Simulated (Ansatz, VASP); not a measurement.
## One calculation of WS2, two programs

```xyz
3
Lattice="3.1239 0.0000 0.0000 -1.5620 2.7054 0.0000 0.0000 0.0000 18.6275" Properties=species:S:1:pos:R:3 pbc="T T T"
W     0.0000    1.8036    0.0000
S     1.5620    0.9018   17.0551
S     1.5620    0.9018    1.5724
```

Alike in both runs: functional PBEsol; dispersion D3(BJ); k mesh 12 × 12 × 2; occupations gaussian, width 0.02 eV; no spin polarisation.

Ansatz relaxed the structure, and its values are those at the end. VASP's run is a single point on that final structure, the one shown.

|  | VASP | Ansatz |
| --- | --- | --- |
| version | VASP 6.6.1 | Ansatz 0.2.0 |
| potentials or method | VASP PAW PBE potentials, release 64 (W_sv, S) | scalar-relativistic, plane waves, PAW |
| plane-wave cutoff (eV) | 520 | 420 |
| valence electrons in the cell | 26 | 26 |

```csv
,VASP,Ansatz,Ansatz less VASP
gap on the k mesh at the Fermi level (eV),1.99,1.99,-0.001
least direct gap on the mesh (eV),2.04,2.03,-0.005
rms of the force components (eV/Å),0.011,0.000,-0.0105
```

Caveats: the PAW data sets were made with another functional, which shifts forces and pressure a little (VASP); spin-orbit coupling is left out, which moves the levels of the heavy elements. As with any semilocal functional, this PBEsol gap is likely too small.
